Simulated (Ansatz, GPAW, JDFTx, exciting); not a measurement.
# BP: 4 runs at one level of theory

```xyz
2
Lattice="0.0000 2.2690 2.2690 2.2690 0.0000 2.2690 2.2690 2.2690 0.0000" Properties=species:S:1:pos:R:3 pbc="T T T"
P     1.1345    1.1345    1.1345
B     0.0000    0.0000    0.0000
```

Alike in all runs: task single point; functional PBEsol; k mesh 10 × 10 × 10; occupations gaussian, width 0.1 eV; no spin polarisation; no spin-orbit coupling. Pressure is positive in compression and, in plane waves, holds the error of the finite cutoff, which Ansatz's Pulay term estimates and takes out.

| program and potentials | plane-wave cutoff (eV) | notes | band gap (eV) | pressure (GPa) |
| --- | --- | --- | --- | --- |
| Ansatz, Ansatz PAW | 420 | potentials made for PBE, which Ansatz adapts in part | ? | ? |
| JDFTx, PseudoDojo-SR-PBEsol-0.4.1-standard with smoothed tails | 1034 | - | 1.14 | -1.91 |
| GPAW, PAW data sets generated for this functional | 800 | - | 1.14 | -1.74 |
| exciting, all-electron LAPW+lo, shipped species files, valence relativity iora* | - | - | 1.14 | - |

Task: Estimate from the other rows what the run with Ansatz, Ansatz PAW gave.

Result: Band gap 1.13 eV; pressure -1.96 GPa. Its pressure holds a Pulay term of +0.13 GPa. The other rows, which needn't bracket it: band gap 1.14; pressure -1.91 to -1.74.
